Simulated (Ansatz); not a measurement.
**Spin–orbit splittings in CdO**

```
Cd O
1.0
     0.00000    2.34815    2.34815
     2.34815    0.00000    2.34815
     2.34815    2.34815    0.00000
Cd O
1 1
Direct
  0.00000 0.00000 0.00000
  0.50000 0.50000 0.50000
```

Atom numbers follow the list: Cd1, O2.

The geometry is COD entry 9006671, unchecked; take it as a test cell.

Levels of theory: DFT, PBE, all-electron LAPW, scalar-relativistic (Ansatz 0.2.0); DFT, PBE, all-electron LAPW, Dirac equation with spin-orbit coupling (Ansatz 0.2.0).

The runs use a Γ-centred 11×11×11 k mesh, Fermi–Dirac smearing of 0.02 eV, basis error target 0.5 meV/atom, no spin polarisation.

Levels between -4 and 3 eV, each run counted from its own valence-band top where it has a gap, else its Fermi level. Scalar levels are listed once for both spins; with the coupling every spinor state is counted. Levels near the edges of the range can cross them.

Q: At Γ (0.000, 0.000, 0.000) the scalar-relativistic levels are -1.41 (×3), -0.45. What are they with spin–orbit coupling?

A: -1.46 (×2), -1.40 (×4), -0.45 (×2).

Q: At W (0.500, 0.250, 0.750) the scalar-relativistic levels are -3.04 (×2), -1.91. What are they with spin–orbit coupling?

A: -3.06 (×2), -3.03 (×2), -1.91 (×2).
